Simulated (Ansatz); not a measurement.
**A defect in a wire: Al wire along [110], 3 atoms a period, Ti in place of one Al**

What does the defect do to the conductance?

Program: Ansatz 0.2.0. Level of theory: DFT PBE, plane waves, PAW; relaxation of a wire's period, in the first sound run; inputs show where later runs differ. Results are calculated unless marked as measured.

### Step 1. The starting structure

The cell holds 3 atoms: 3 Al. Cell: a = 8.820 Å, b = 9.657 Å, c = 2.857 Å, α = 90.0°, β = 90.0°, γ = 90.0°. Vacuum lies along a and b. The structure's axis is c.

### Step 2. Relaxation of atoms and period

Band widths follow the bond lengths, so the wire is relaxed first. The atoms and the third cell vector are free; the box across stays fixed as vacuum. A Fermi-Dirac smearing is set since the result may be a metal. The pressure printed is a third of the stress's trace over the whole box, vacuum included; only the stress along the axis is relaxed.

input.yaml

```yaml
crystal:
  lattice:
    - [8.82, 0.0, 0.0]
    - [0.0, 9.657, 0.0]
    - [0.0, 0.0, 2.856711396]
  atoms:
    - { symbol: Al, position: [0.385487528, 0.352076214, 0.0] }
    - { symbol: Al, position: [0.614512472, 0.499985057, 0.5] }
    - { symbol: Al, position: [0.385487528, 0.6478939, 0.0] }
kpoints:
  mp_grid: { grid: [1, 1, 29] }
scf:
  occupations: { method: fermi_dirac, width: 0.05 }
hamiltonian:
  xc: pbe
relax:
  cell: { fix: [a, b, alpha, beta, gamma] }
  max_steps: 60
```

Command:

```console
> ansatz run input.yaml --threads 4 --pin off --max-ram 16384MiB --backend cpu --events-out ev --progress --plain --runs-dir out
```

Numbers of over 12 decimals in the logs are rounded to 6 here.

What it wrote:

```text
Engine: ansatz 0.2.0, aarch64-unknown-linux-gnu
Pseudopotentials: kind: paw
Pseudopotential: Al, paw, valence charge 3, recommended cutoff 420 eV (normal), Al.paw.azcp
Functional definition: PBE
  parameter kappa = 0.804
  parameter beta = 0.066725
  exchange = pbe_x(kappa = kappa, mu = beta*pi^2/3)
  correlation = pbe_c(beta = beta)
Crystal: 3 atoms, lattice volume = 243.320 Å³
Basis set: ecut = 420 eV, 4741 PW (Γ), exchange–correlation on 120×144×40 points (8 copies of the dense FFT grid, shifted against one another)
Bands: 9, of which v1, the nominal top of the filled ones, is band 5 counted from 1 (4 counted from 0)
Symmetry: 4 space group operations
Space group: Pmm2 (ITA 25), of the structure as read, at distance tolerance 6.2e-5 Å
k-points: 15 of 29
Non-local potential: Al, projectors of the file, l = 0: 2, l = 1: 2, l = 2: 1
PAW form: soft (Blöchl's): semilocal exchange-correlation on the pseudo side does not see the compensation charge
PAW one-centre angular grid: Al, 110 points (default); XC on 64 Gauss nodes
Initial density: superposition of atomic densities (neutral atoms: chi_scale 0, normalization atom), corrected by the library's trained network
Initial wavefunctions: pseudopotential atomic-orbital guess
Functional: x = pbe(κ = 0.804, μ = 0.219515), c = pbe(β = 0.066725)
SCF iter   1: F=—  HF=-1609.348188 eV  |F-HF|=—  |Δ(HF+E_count)|=         —  Δρ=1.71e-3  dr2=2.24e-2  ethr=1.77e-3  ⟨swp⟩=8.1  Hψ=1324  notcnv=0
preconditioner: auto → LDOS  [metal: Δε(μ)=0.088 eV  Ē_g=5.340 eV  σ=0.050 eV  W_gap=0.37  n_scr=20 (ndim 8)  ℏωp=7.1 eV  f_vac=0.396  D(μ)=2.73/eV (n_scr^D=12)  β→1.0]
SCF iter   2: F=—  HF=-1609.347379 eV  |F-HF|=—  |Δ(HF+E_count)|=   8.10e-4  Δρ=8.05e-4  dr2=3.27e-3  ethr=2.49e-4  ⟨swp⟩=2.7  Hψ=359  notcnv=0
SCF iter   3: F=—  HF=-1609.347925 eV  |F-HF|=—  |Δ(HF+E_count)|=   5.46e-4  Δρ=2.21e-4  dr2=3.41e-4  ethr=3.63e-5  ⟨swp⟩=2.1  Hψ=246  notcnv=0
SCF iter   4: F=—  HF=-1609.348015 eV  |F-HF|=—  |Δ(HF+E_count)|=   9.01e-5  Δρ=6.50e-5  dr2=3.46e-5  ethr=3.79e-6  ⟨swp⟩=2.8  Hψ=210  notcnv=0
SCF iter   5: F=—  HF=-1609.348135 eV  |F-HF|=—  |Δ(HF+E_count)|=   1.20e-4  Δρ=1.66e-5  dr2=2.56e-6  ethr=3.84e-7  ⟨swp⟩=2.3  Hψ=199  notcnv=0
SCF iter   6: F=—  HF=-1609.348135 eV  |F-HF|=—  |Δ(HF+E_count)|=   3.74e-7  Δρ=4.32e-6  dr2=1.08e-7  ethr=2.84e-8  ⟨swp⟩=2.6  Hψ=197  notcnv=0
SCF iter   7: F=-1609.348135 eV  HF=-1609.348135 eV  |F-HF|=3.25e-9  |Δ(HF+E_count)|=   1.06e-7  Δρ=9.77e-7  dr2=5.51e-9  ethr=1.11e-9  ⟨swp⟩=5.0  Hψ=451  notcnv=0
SCF 1 converged in 7 iterations: F = -1609.348135 eV  dr2 = 5.51e-9
  greatest PAW one-centre occupation: 0.501 electrons in one spin orbital (limit 2), on the Al atom at site 2 (counted from 0), in its partial waves of l = 0
relax step   1: F+E_penalty+E_count = -1609.34813512 eV  Δ(F+E_penalty+E_count) = +0.000e0 eV  max|allowed force component| = 1.254e-1 eV/Å  Δτ_max = 0.0000 Å  P = -1.514 GPa  Ω = 243.320 Å³  fix = [a, b, alpha, beta, gamma]  reactions: a -0.223, b -0.353 GPa  (7 SCF iters, dr2 threshold 1.00e-7 eV, accepted)
Crystal: 3 atoms, lattice volume = 231.448 Å³
Basis set: ecut = 420 eV, 4569 PW (Γ), exchange–correlation on 120×144×40 points (8 copies of the dense FFT grid, shifted against one another)
Initial density: handed on by an earlier stage of this run
Initial wavefunctions: those handed on with the density
iter 1 solved again at ethr=4.97e-4 eV; its pass at ethr=3.10e-3 eV (dr2=4.47e-2 eV) is discarded
SCF iter   1: F=—  HF=-1609.638301 eV  |F-HF|=—  |Δ(HF+E_count)|=         —  Δρ=2.56e-3  dr2=4.54e-2  ethr=4.97e-4  ⟨swp⟩=1.0  Hψ=1341  notcnv=0
preconditioner: auto → LDOS  [metal: Δε(μ)=0.128 eV  Ē_g=5.609 eV  σ=0.050 eV  W_gap=0.50  n_scr=20 (ndim 8)  ℏωp=7.3 eV  f_vac=0.399  D(μ)=2.34/eV (n_scr^D=10)  β→1.0]
SCF iter   2: F=—  HF=-1609.625743 eV  |F-HF|=—  |Δ(HF+E_count)|=   1.26e-2  Δρ=1.23e-3  dr2=9.27e-3  ethr=4.97e-4  ⟨swp⟩=2.1  Hψ=241  notcnv=0
SCF iter   3: F=—  HF=-1609.625844 eV  |F-HF|=—  |Δ(HF+E_count)|=   1.01e-4  Δρ=3.84e-4  dr2=1.20e-3  ethr=1.03e-4  ⟨swp⟩=2.5  Hψ=263  notcnv=0
SCF iter   4: F=—  HF=-1609.625797 eV  |F-HF|=—  |Δ(HF+E_count)|=   4.69e-5  Δρ=1.25e-4  dr2=1.11e-4  ethr=1.34e-5  ⟨swp⟩=2.2  Hψ=186  notcnv=0
SCF iter   5: F=—  HF=-1609.625896 eV  |F-HF|=—  |Δ(HF+E_count)|=   9.94e-5  Δρ=3.29e-5  dr2=7.43e-6  ethr=1.23e-6  ⟨swp⟩=2.0  Hψ=199  notcnv=0
SCF iter   6: F=—  HF=-1609.625896 eV  |F-HF|=—  |Δ(HF+E_count)|=   2.63e-7  Δρ=8.90e-6  dr2=4.77e-7  ethr=8.26e-8  ⟨swp⟩=2.5  Hψ=188  notcnv=0
SCF iter   7: F=-1609.625897 eV  HF=-1609.625897 eV  |F-HF|=1.84e-10  |Δ(HF+E_count)|=   1.23e-7  Δρ=1.54e-6  dr2=1.26e-8  ethr=3.33e-9  ⟨swp⟩=4.8  Hψ=462  notcnv=0
SCF 2 converged in 7 iterations: F = -1609.625897 eV  dr2 = 1.26e-8
  greatest PAW one-centre occupation: 0.482 electrons in one spin orbital (limit 2), on the Al atom at site 1 (counted from 0), in its partial waves of l = 0
relax step   2: F+E_penalty+E_count = -1609.62589652 eV  Δ(F+E_penalty+E_count) = -2.778e-1 eV  max|allowed force component| = 1.313e-1 eV/Å  Δτ_max = 0.0083 Å  P = -1.240 GPa  Ω = 231.448 Å³  energy of the carried Pulay correction = +8.022e-4 eV  fix = [a, b, alpha, beta, gamma]  reactions: a -0.002, b -0.464 GPa  (7 SCF iters, dr2 threshold 3.00e-7 eV, accepted)
Crystal: 3 atoms, lattice volume = 219.607 Å³
Basis set: ecut = 420 eV, 4341 PW (Γ), exchange–correlation on 120×144×40 points (8 copies of the dense FFT grid, shifted against one another)
iter 1 solved again at ethr=4.72e-4 eV; its pass at ethr=3.10e-3 eV (dr2=4.24e-2 eV) is discarded
SCF iter   1: F=—  HF=-1609.839477 eV  |F-HF|=—  |Δ(HF+E_count)|=         —  Δρ=2.95e-3  dr2=4.57e-2  ethr=4.72e-4  ⟨swp⟩=1.1  Hψ=1380  notcnv=0
preconditioner: auto → LDOS  [insulator: Δε(μ)=0.120 eV  Ē_g=5.866 eV  σ=0.050 eV  W_gap=0.52  n_scr=20 (ndim 8)  ℏωp=7.5 eV  f_vac=0.400  D(μ)=1.57/eV (n_scr^D=8)  ε∞_Penn≈2.6  β→1.0]
SCF iter   2: F=—  HF=-1609.825322 eV  |F-HF|=—  |Δ(HF+E_count)|=   1.42e-2  Δρ=9.92e-4  dr2=3.60e-3  ethr=4.72e-4  ⟨swp⟩=2.5  Hψ=254  notcnv=0
SCF iter   3: F=—  HF=-1609.826363 eV  |F-HF|=—  |Δ(HF+E_count)|=   1.04e-3  Δρ=2.46e-4  dr2=3.21e-4  ethr=4.00e-5  ⟨swp⟩=2.3  Hψ=258  notcnv=0
SCF iter   4: F=—  HF=-1609.826448 eV  |F-HF|=—  |Δ(HF+E_count)|=   8.50e-5  Δρ=9.09e-5  dr2=3.35e-5  ethr=3.56e-6  ⟨swp⟩=2.3  Hψ=196  notcnv=0
SCF iter   5: F=—  HF=-1609.826414 eV  |F-HF|=—  |Δ(HF+E_count)|=   3.38e-5  Δρ=1.65e-5  dr2=1.04e-6  ethr=3.72e-7  ⟨swp⟩=2.6  Hψ=206  notcnv=0
SCF iter   6: F=-1609.826415 eV  HF=-1609.826415 eV  |F-HF|=3.72e-8  |Δ(HF+E_count)|=   9.93e-7  Δρ=4.38e-6  dr2=6.49e-8  ethr=3.33e-9  ⟨swp⟩=5.1  Hψ=479  notcnv=0
SCF 3 converged in 6 iterations: F = -1609.826415 eV  dr2 = 6.49e-8
  greatest PAW one-centre occupation: 0.483 electrons in one spin orbital (limit 2), on the Al atom at site 2 (counted from 0), in its partial waves of l = 0
relax step   3: F+E_penalty+E_count = -1609.82641486 eV  Δ(F+E_penalty+E_count) = -2.005e-1 eV  max|allowed force component| = 2.022e-1 eV/Å  Δτ_max = 0.0837 Å  P = -0.401 GPa  Ω = 219.607 Å³  energy of the carried Pulay correction = +1.643e-3 eV  fix = [a, b, alpha, beta, gamma]  reactions: a -0.188, b +0.218 GPa  (6 SCF iters, dr2 threshold 3.00e-7 eV, accepted)
[...]
relax step   4: F+E_penalty+E_count = -1609.76412849 eV  Δ(F+E_penalty+E_count) = +6.229e-2 eV  max|allowed force component| = 4.941e-1 eV/Å  Δτ_max = 0.1863 Å  P = -0.528 GPa  Ω = 207.779 Å³  energy of the carried Pulay correction = +2.528e-3 eV  fix = [a, b, alpha, beta, gamma]  (6 SCF iters, dr2 threshold 3.00e-7 eV, rejected (line search))
[...]
relax step   5: F+E_penalty+E_count = -1609.86455735 eV  Δ(F+E_penalty+E_count) = -3.814e-2 eV  max|allowed force component| = 1.840e-1 eV/Å  Δτ_max = 0.0322 Å  P = -0.054 GPa  Ω = 213.693 Å³  energy of the carried Pulay correction = +2.080e-3 eV  fix = [a, b, alpha, beta, gamma]  reactions: a -0.115, b +0.187 GPa  (9 SCF iters, accepted)
[...]
relax step   6: F+E_penalty+E_count = -1609.85671220 eV  Δ(F+E_penalty+E_count) = +7.845e-3 eV  max|allowed force component| = 1.563e-1 eV/Å  Δτ_max = 0.0726 Å  P = -0.094 GPa  Ω = 210.655 Å³  energy of the carried Pulay correction = +2.309e-3 eV  fix = [a, b, alpha, beta, gamma]  (6 SCF iters, dr2 threshold 3.00e-7 eV, rejected (line search))
[...]
relax step   7: F+E_penalty+E_count = -1609.87026796 eV  Δ(F+E_penalty+E_count) = -5.711e-3 eV  max|allowed force component| = 4.855e-2 eV/Å  Δτ_max = 0.0363 Å  P = -0.058 GPa  Ω = 212.224 Å³  energy of the carried Pulay correction = +2.190e-3 eV  fix = [a, b, alpha, beta, gamma]  reactions: a -0.280, b -0.251 GPa  (8 SCF iters, accepted)
[...]
relax step   8: F+E_penalty+E_count = -1609.87096067 eV  Δ(F+E_penalty+E_count) = -6.927e-4 eV  max|allowed force component| = 1.835e-2 eV/Å  Δτ_max = 0.0146 Å  P = -0.206 GPa  Ω = 213.518 Å³  energy of the carried Pulay correction = +2.093e-3 eV  fix = [a, b, alpha, beta, gamma]  reactions: a -0.167, b -0.254 GPa  (4 SCF iters, dr2 threshold 3.00e-7 eV, accepted)
[...]
relax step   9: F+E_penalty+E_count = -1609.87144396 eV  Δ(F+E_penalty+E_count) = -4.833e-4 eV  max|allowed force component| = 9.667e-3 eV/Å  Δτ_max = 0.0055 Å  P = -0.136 GPa  Ω = 212.986 Å³  energy of the carried Pulay correction = +2.133e-3 eV  fix = [a, b, alpha, beta, gamma]  reactions: a -0.203, b -0.234 GPa  (4 SCF iters, dr2 threshold 9.75e-8 eV, accepted)
Basis set: ecut = 420 eV, 4185 PW (Γ), exchange–correlation on 120×144×36 points (8 copies of the dense FFT grid, shifted against one another)
Initial wavefunctions: pseudopotential atomic-orbital guess (no wavefunctions were taken with the density)
iter 1 solved again at ethr=1.59e-6 eV; its pass at ethr=3.10e-3 eV (dr2=1.43e-4 eV) is discarded
SCF iter   1: F=—  HF=-1609.870592 eV  |F-HF|=—  |Δ(HF+E_count)|=         —  Δρ=2.55e-5  dr2=1.60e-7  ethr=1.59e-6  ⟨swp⟩=2.8  Hψ=1703  notcnv=0
eigensolver tolerance schedule: the retry pair's looser diagonalisation over-reported the residual by 896.66 of it (diagonalisation noise at 0.86 of the residual, at the tolerance the schedule requests for it); recorded, not acted on — ethr = c·dr2/N_el stays at c = 1.0e-1
preconditioner: auto → LDOS  [insulator: Δε(μ)=0.144 eV  Ē_g=5.913 eV  σ=0.050 eV  W_gap=0.56  n_scr=20 (ndim 8)  ℏωp=7.6 eV  f_vac=0.404  D(μ)=1.32/eV (n_scr^D=8)  ε∞_Penn≈2.7  β→1.0]
SCF iter   2: F=—  HF=-1609.870667 eV  |F-HF|=—  |Δ(HF+E_count)|=   7.51e-5  Δρ=1.85e-6  dr2=1.13e-8  ethr=1.77e-9  ⟨swp⟩=3.3  Hψ=270  notcnv=0
SCF iter   3: F=—  HF=-1609.870667 eV  |F-HF|=—  |Δ(HF+E_count)|=   5.87e-9  Δρ=3.60e-7  dr2=7.50e-10  ethr=1.26e-10  ⟨swp⟩=2.5  Hψ=200  notcnv=0
SCF iter   4: F=—  HF=-1609.870667 eV  |F-HF|=—  |Δ(HF+E_count)|=  2.55e-11  Δρ=1.63e-7  dr2=6.60e-11  ethr=8.34e-12  ⟨swp⟩=2.6  Hψ=210  notcnv=0
SCF iter   5: F=-1609.870667 eV  HF=-1609.870667 eV  |F-HF|=2.27e-13  |Δ(HF+E_count)|=  5.82e-11  Δρ=3.50e-8  dr2=6.77e-12  ethr=1.00e-12  ⟨swp⟩=6.8  Hψ=568  notcnv=0
SCF 10 converged in 5 iterations: F = -1609.870667 eV  dr2 = 6.77e-12
relax step  10: F+E_penalty+E_count = -1609.87066668 eV  Δ(F+E_penalty+E_count) = +7.773e-4 eV  max|allowed force component| = 9.575e-3 eV/Å  Δτ_max = 0.0000 Å  P = -0.143 GPa  Ω = 212.986 Å³  fix = [a, b, alpha, beta, gamma]  reactions: a -0.207, b -0.238 GPa  stress off target by 1.76e-2 GPa on what of the cell is left free  SCF on the basis re-selected at this cell (its energy is not comparable with the rows above)  (5 SCF iters)
basis re-selected at this cell: Δ(F+E_penalty+E_count) = +7.773e-4 eV, ΔP = -0.006 GPa vs the last step (what re-selecting the basis moved, of the pressure what is left beyond the Pulay correction that the steps carried, after the strain that the cell walked since its last selection, with what the two solves' SCF thresholds leave and, on support functions, any second-order correction that the steps lacked; it is no measure of the basis error at this ecutwfc). The dense FFT grid was sized anew with the basis: this SCF ran on 60×72×18 points, the steps before it on 60×72×20, so part of this shift can come from that change (see relax.cell in the input reference). [rest of the remark cut]
SCF converged after 5 iterations
Free energy (F): -1609.870667 eV
Harris-Foulkes:  -1609.870667 eV  (|F-HF|=2.27e-13)
Internal energy: -1609.858936 eV  (E = F + TS)
E sigma→0 (E₀):  -1609.864801 eV
Entropy (-TS):   -0.011731 eV (-3.910 meV/atom)
Fermi energy:    -1.536569 eV
--- Per-component energies (eV) ---
  E_band       = -43.916917
  E_kinetic    = 60.420557
  E_local      = -329.762012  (includes V_loc(G=0)·N_el)
  E_nonlocal   = 32.902903
  E_hartree    = 141.552721
  E_xc         = -113.698439
  E_vxc        = -79.348431  (∫ρ·V_xc dr)
  E_paw        = -1402.247568  (= ΣΔE_a)
  E_vpaw       = -11.235327  (= ΣTr[D̂ρ^β])
  E_aug_tail   = -0.000006  (compensation charges beyond the density's cutoff)
  E_ewald      = 0.972907
  E_smearing   = -0.011731  (= −TS)
  E_closure    = 0.000000  (closes the sum)
  Σ components = -1609.870667   (vs F -1609.870667, Δ=0.00e0)
--- Forces (eV/Å), atoms counted from 1 ---
  atom   1  Al     0.00184473     0.00957531     0.00000000
  atom   2  Al    -0.00369073     0.00000000     0.00000000
  atom   3  Al     0.00184473    -0.00957531     0.00000000
  max |Σ_I F_I| component: 1.27e-6 eV/Å
--- Stress (GPa, compression-positive) ---
       -0.206988       0.000000       0.000000
        0.000000      -0.238292       0.000000
        0.000000       0.000000       0.017649
  P = ⅓ Tr σ = -0.1425 GPa (-1.425 kbar)
--- Relaxed structure (9 steps of the walk, 7 accepted, 1 SCFs on fresh bases) ---
  F+E_penalty+E_count = -1609.87066668 eV   max|allowed force component| = 9.575e-3 eV/Å   (the final SCF, on the basis selected at the relaxed cell)
  cell:  # Å, volume = 212.9857 Å³
    - [8.82, 0.0, 0.0]
    - [0.0, 9.657, 0.0]
    - [0.0, 0.0, 2.500573]
  atoms:
    - { symbol: Al, position: [0.380569, 0.352254, 0.0] }
    - { symbol: Al, position: [0.624350, 0.499985, 0.5] }
    - { symbol: Al, position: [0.380569, 0.647716, 0.0] }
```

Wall time 9.3 s (4 threads of Arm Neoverse V1, shared host); peak memory 0.41 GiB; 35 s of CPU time.

The steps of the relaxation:

| step | energy less that of the first step (eV) | largest force component (eV/Å) | pressure (GPa) | volume (Å³) |
| --- | --- | --- | --- | --- |
| 1 | 0.0000 | 0.1254 | -1.51 | 243.32 |
| 2 | -0.2778 | 0.1313 | -1.24 | 231.45 |
| 3 | -0.4783 | 0.2022 | -0.40 | 219.61 |
| 4 | -0.4160 | 0.4941 | -0.53 | 207.78 |
| 5 | -0.5164 | 0.1840 | -0.05 | 213.69 |
| 6 | -0.5086 | 0.1563 | -0.09 | 210.65 |
| 7 | -0.5221 | 0.0486 | -0.06 | 212.22 |
| 8 | -0.5228 | 0.0183 | -0.21 | 213.52 |
| 9 | -0.5233 | 0.0097 | -0.14 | 212.99 |
| 10* | -0.5225 | 0.0096 | -0.14 | 212.99 |

Relaxation steps marked * repeat the geometry before them on a plane-wave basis chosen anew for their cell, so energy and pressure can jump there. Relaxation steps 4, 6 were tried and not accepted.

The run keeps the 4 symmetry operations that it works with, so distortions that break them were not tested.

| cell as run | before | after | change |
| --- | --- | --- | --- |
| c (Å) | 2.857 | 2.501 | -12.5 % |

The atoms that moved most (Å, along periodic axes as changes of fractional coordinates times the final cell, across vacuum about the mean position):

| atom | dx | dy | dz | length |
| --- | --- | --- | --- | --- |
| Al2 | 0.087 | 0.000 | 0.000 | 0.087 |
| Al1 | -0.043 | 0.002 | 0.000 | 0.043 |
| Al3 | -0.043 | -0.002 | 0.000 | 0.043 |

The relaxed structure:

```
Al
1.0
     8.82000    0.00000    0.00000
     0.00000    9.65700    0.00000
     0.00000    0.00000    2.50057
Al
3
Direct
  0.38057 0.35225 0.00000
  0.62435 0.49999 0.50000
  0.38057 0.64772 0.00000
```

This step gave:

* energy at zero smearing: -1609.8648 eV
* cell length along the wire: 2.501 Å

The cell's length comes to 2.501 Å with spin left out. That is -12 % against the start, more than a small adjustment.

The cell shrank by 12.5 % in its periodic edges. From the first step to the last the energy fell by 0.523 eV, across changes of basis, and the largest move was 0.09 Å (Al2).

(Part 1 of 4 ends here.)

[Logs are printed without paths, hosts, clocks, repeated set-up lines and the standing remarks that a program may print on its own settings, such as how far it seeks lower states.]

[Hosts, paths, dates, database ids (printed as entryN), source tags and the programs' standing remarks are cut or masked in the printed files.]
